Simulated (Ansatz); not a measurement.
# VO2: the cost of one run

Computed with Ansatz 0.2.0 (DFT r2SCAN, scalar-relativistic, plane waves, PAW, unless a step's input says otherwise).

The COD entry's cell or inner coordinates are ideal or old and differ from later refinements, so a difference from it is no clean test against experiment.

2 further runs of the same task are left out: 2 that didn't finish.

**1. Starting point**

It takes space group P4_2/mnm (No. 136, tetragonal). The conventional cell has a = 4.530 Å, b = 4.530 Å, c = 2.869 Å, α = 90.00°, β = 90.00°, γ = 90.00°. V (site symmetry mmm) has 6 O at 1.90 to 1.95 Å as nearest neighbours. O (site symmetry m2m) has 3 V at 1.90 to 1.95 Å as nearest neighbours.

As a file:

```
CELL_PARAMETERS angstrom
4.53000 0.00000 0.00000
0.00000 4.53000 0.00000
0.00000 0.00000 2.86900
ATOMIC_POSITIONS crystal
V 0.00000 0.00000 0.00000
V 0.50000 0.50000 0.50000
O 0.30500 0.30500 0.00000
O 0.19500 0.80500 0.50000
O 0.69500 0.69500 0.00000
O 0.80500 0.19500 0.50000
```

Source of the structure: the Crystallography Open Database.

(A quick probe on a coarse mesh, which set the mesh and smearing, is not shown.)

**3. The relaxation**

The input, input.yaml:

```yaml
crystal:
  lattice:
    - [4.53, 0.0, 0.0]
    - [0.0, 4.53, 0.0]
    - [0.0, 0.0, 2.869]
  atoms:
    - { symbol: V, position: [0.0, 0.0, 0.0], spin: 0.98 }
    - { symbol: V, position: [0.5, 0.5, 0.5], spin: 0.98 }
    - { symbol: O, position: [0.305, 0.305, 0.0] }
    - { symbol: O, position: [0.195, 0.805, 0.5] }
    - { symbol: O, position: [0.695, 0.695, 0.0] }
    - { symbol: O, position: [0.805, 0.195, 0.5] }
basis:
  ecutwfc: 500
kpoints:
  mp_grid: { grid: [8, 8, 12] }
hamiltonian:
  xc: r2scan
scf:
  occupations: { method: gaussian, width: 0.1 }
output:
  forces: true
  stress: true
  eigenvalues: true
  populations: true
  write_density: true
  write_potential: true
  elf: true
  volumetric_format: npy
magnetization:
  spin_polarized: true
relax:
  adjacent_minimum: "off"
  f_tol: 0.005
  max_steps: 80
  cell: { stress_tol: 0.05 }
```

Launch:

```
ansatz run input.yaml --threads 2 --pin off --max-ram 5120MiB --backend cpu --events-out ev --progress --plain --runs-dir out
```

Q: Estimate wall time and peak memory on 2 threads of Arm Neoverse V2, shared host.

About 3.8 min, with a peak of 0.77 GiB.
